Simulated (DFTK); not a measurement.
Runs of DFTK 0.8.2 on Ge. It takes space group Fd-3m (No. 227, cubic). Conventional cell: a = 5.658 Å, b = 5.658 Å, c = 5.658 Å, α = 90.00°, β = 90.00°, γ = 90.00°. Around Ge (site symmetry -43m) lie 4 Ge at 2.45 Å. 

```csv
task,level,potentials or basis,k mesh,cutoff (eV),valence electrons,mesh quality,gap on the mesh (eV),pressure (GPa)
band structure,LDA,"cp2k.nc.sr.lda.v0_1.largecore.gth (LDA, GTH)",8 × 8 × 8,735,Ge 4,not flagged,none,(b)
band structure,PBE,"cp2k.nc.sr.pbe.v0_1.largecore.gth (PBE, GTH)",8 × 8 × 8,599,Ge 4,not flagged,0.07,(a)
band structure,BJ06,"cp2k.nc.sr.pbe.v0_1.semicore.gth (PBE, GTH)",8 × 8 × 8,1061,Ge 4,not flagged,0.66,-
band structure,BJ06,"cp2k.nc.sr.pbe.v0_1.semicore.gth (PBE, GTH)",8 × 8 × 8,789,Ge 4,not flagged,0.66,-
band structure,PBEsol,SG15 1.2 (PBE),7 × 7 × 7,1225,Ge 14,not flagged,0.10,0.0
single point,PBE,dojo.nc.sr.pbe.v0_4_1.standard.upf (PBE),8 × 8 × 8,1061,Ge 14,not flagged,none,3.7
single point,PBEsol,dojo.nc.sr.pbesol.v0_4_1.standard.upf (PBEsol),8 × 8 × 8,1061,Ge 14,not flagged,none,0.6
```

Alike in all rows: no spin polarisation; cell as given; smearing fermi-dirac 0.05 eV.

Question: Fill in the values left out.

Answer: (a) 3.4; (b) -2.8.

Caveats: GTH potentials come without recommended cutoffs, and this one wasn't checked for convergence (some runs); this crystal is a semiconductor, whose small gap the functional closes, so the metal is an error of the method (some runs); the potentials were made for another functional, which shifts forces and pressure (some runs); the program leaves the constant c of mgga_x_tb09 at 1, so the potential is Becke-Johnson's (BJ06) and not Tran and Blaha's, with levels but no total energy (some runs); the program warned that the kinetic-energy density falls under its von Weizsäcker bound, which can give unphysical results (some runs).

A k mesh can miss the band edges, and the runs leave out spin-orbit coupling on Ge.

A gap of «none» marks a metal or a gap under the smearing width.

Not every run made on this cell is shown here.
